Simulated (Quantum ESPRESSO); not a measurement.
**AlN in Quantum ESPRESSO: the effect of functional**

Crystal: AlN.

```
CELL_PARAMETERS angstrom
0.00000 2.18399 2.18399
2.18399 0.00000 2.18399
2.18399 2.18399 0.00000
ATOMIC_POSITIONS crystal
Al 0.00000 0.00000 0.00000
N 0.25000 0.25000 0.25000
```

Measurements of this composition are mostly on another form, of space group No. 186.

Alike in all runs:

* Program: Quantum ESPRESSO 7.5
* Task: dielectric tensor
* Cutoff: 612 eV
* Density cutoff: 4898 eV
* k mesh: 8 × 8 × 8, shifted
* Occupations: fermi-dirac, width 0.05 eV
* Spin: no spin polarisation

```csv
functional,potentials or basis,pressure (GPa),dielectric constant (mean)
LDA,GBRV 1.5 LDA,-2.8,4.58
PBEsol,GBRV 1.5 PBEsol,1.7,4.64
WC,GBRV 1.5 PBE,2.3,4.64
BLYP,GBRV 1.5 PBE,?,?
AM05,GBRV 1.5 PBE,2.5,4.67
```

What does the run with functional BLYP give?

Pressure 9.4 GPa; dielectric constant 4.39 mean.

Caveats: the potentials were made for another functional, which shifts forces and pressure (some runs); the cell is more than 3 GPa from zero pressure, which shifts response properties (some runs).

Runs at the PBE level aren't shown here.
